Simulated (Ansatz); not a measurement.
# MgH2: a single-point run

Aim: a sound single-point run of MgH2. The structure is shown as the input types it. The cell is built on a prototype (fluorite) and needn't be the phase found in nature.

Computed with Ansatz 0.2.0 (density functional or hybrid calculation with the settings of its input, plane waves (as first typed), unless a step's input says otherwise).

2 further runs of the same task are left out: 1 for a known fault of the program, 1 that didn't finish.

### 1 The structure to begin with

The structure is cubic, space group Fm-3m (No. 225). The conventional cell has a = 4.730 Å, b = 4.730 Å, c = 4.730 Å, α = 90.00°, β = 90.00°, γ = 90.00°. Mg (site symmetry m-3m) is surrounded by 8 H at 2.05 Å. Around H (site symmetry -43m) lie 4 Mg at 2.05 Å.

Structure file:

```cif
data_structure
_symmetry_space_group_name_H-M 'P 1'
_symmetry_Int_Tables_number 1
_cell_length_a 3.3446
_cell_length_b 3.3446
_cell_length_c 3.3446
_cell_angle_alpha 60.000
_cell_angle_beta 60.000
_cell_angle_gamma 60.000
_cell_volume 26.45
loop_
_atom_site_label
_atom_site_type_symbol
_atom_site_fract_x
_atom_site_fract_y
_atom_site_fract_z
_atom_site_occupancy
Mg1 Mg 0.00000 0.00000 0.00000 1
H1 H 0.25000 0.25000 0.25000 1
H2 H 0.75000 0.75000 0.75000 1
```

### 2 Input and run

input.yaml

```yaml
crystal:
  lattice:
    - [0.0, 2.364961328, 2.364961328]
    - [2.364961328, 0.0, 2.364961328]
    - [2.364961328, 2.364961328, 0.0]
  atoms:
    - { symbol: Mg, position: [0.0, 0.0, 0.0] }
    - { symbol: H, position: [0.25, 0.25, 0.25] }
    - { symbol: H, position: [0.75, 0.75, 0.75] }
kpoints:
  mp_grid: { grid: [6, 6, 6] }
hamiltonian:
  xc: r2scan
scf:
  occupations: { method: fermi_dirac, width: 0.02 }
  n_extra_bands: 4
  max_iter: 97
output:
  forces: true
  stress: true
  eigenvalues: true
basis:
  ecutwfc: 120
```

Command:

```console
> ansatz run input.yaml --threads 4 --pin off --max-ram 3686MiB --backend cpu --events-out ev --progress --plain --runs-dir out
```

**Question.** How will this run end, and is anything wrong with its input?

The program finished normally, with warnings (cutoff below recommended). Its log warns: «basis.ecutwfc = 120 eV is below the records' recommended 500 eV ...»

The suspect setting: basis.ecutwfc is 120. With so few plane waves the basis is incomplete by a wide margin. The potentials' recommended cutoff is 500 eV.

The test: delete basis.ecutwfc (the default then holds).
